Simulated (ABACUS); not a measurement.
The system is Zr.

```
Zr
1.0
    -1.81000    1.81000    1.81000
     1.81000   -1.81000    1.81000
     1.81000    1.81000   -1.81000
Zr
1
Cartesian
  0.0000 0.0000 0.0000
```

This isn't the form of Zr at room conditions, which is hcp.

```yaml
Program: ABACUS 3.10.1
Task: single point
Functional: PBEsol
Potentials_or_basis: PseudoDojo NC SR 0.4.1 PBEsol standard
Cutoff: 898 eV
Density_cutoff: 3592 eV
Basis: plane waves
k_mesh: 10 × 10 × 10
Occupations: fermi-dirac, width 0.05 eV
Spin: no spin polarisation
```

On this cell: pressure -7.0 GPa; band gap on the k mesh none (metal or under the smearing width).

The same run follows on a disturbed copy (cell strained at random at fixed volume):

```xyz
1
Lattice="-1.8443 1.8602 1.7746 1.8791 -1.8715 1.8207 1.7505 1.7778 -1.7858" Properties=species:S:1:pos:R:3 pbc="T T T"
Zr   -0.0278    0.0705    0.0110
```

Task: What does the disturbed cell give?

Result: The energy (extrapolated to zero smearing) moves by +5.2 meV/atom; pressure -6.9 GPa; band gap on the k mesh none (metal or under the smearing width).

Stress tensor (GPa, compression positive):
```
-6.84  1.28 -0.55
 1.28 -6.85  0.35
-0.55  0.35 -7.01
```
